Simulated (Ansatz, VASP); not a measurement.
**Two plane-wave programs on HgTe**

INCAR

```
PREC = Accurate ; ENCUT = 520
EDIFF = 1E-6 ; ISMEAR = -1
SIGMA = 0.02 ; LREAL = F
LASPH = T ; NELM = 100
ALGO = Normal ; ISIF = 2
LWAVE = F ; LCHARG = F
GGA = PE ; NBANDS = 16
```

Contents of KPOINTS:

```
regular mesh
0
Gamma
  6 6 6
```

The input POSCAR:

```
HgTe
1.0
    0.0000000000      3.0204014051      3.0204014051
    3.0204014051      0.0000000000      3.0204014051
    3.0204014051      3.0204014051      0.0000000000
Hg Te
1 1
Direct
    0.0000000000      0.0000000000      0.0000000000
    0.5000000000      0.5000000000      0.5000000000
```

Input for Ansatz:

```yaml
crystal:
  lattice:
    - [0.0, 3.0204014051, 3.0204014051]
    - [3.0204014051, 0.0, 3.0204014051]
    - [3.0204014051, 3.0204014051, 0.0]
  atoms:
    - { symbol: Hg, position: [0.0, 0.0, 0.0] }
    - { symbol: Te, position: [0.5, 0.5, 0.5] }
kpoints:
  mp_grid: { grid: [6, 6, 6] }
hamiltonian:
  xc: pbe
scf:
  occupations: { method: fermi_dirac, width: 0.02 }
  n_extra_bands: 4
output:
  forces: true
  stress: true
  eigenvalues: true
```

Measurements of this composition are mostly on another form, of space group No. 216.

Alike in both runs: task single point; functional PBE; k mesh 6 × 6 × 6; occupations fermi-dirac, width 0.02 eV; no spin polarisation.

|  | VASP | Ansatz |
| --- | --- | --- |
| version | VASP 6.6.1 | Ansatz 0.2.0 |
| potentials or method | VASP PAW PBE potentials, release 64 (Hg, Te) | plane waves, PAW |
| plane-wave cutoff (eV) | 520 | 420 |
| valence electrons in the cell | 18 | 36 |

```tsv
	VASP	Ansatz	Ansatz less VASP
pressure (GPa)	2.7	2.5	-0.14
```

The two sets of potentials don't hold the same shells in valence.

The runs have no spin-orbit coupling, so splittings on Hg, Te are missing.
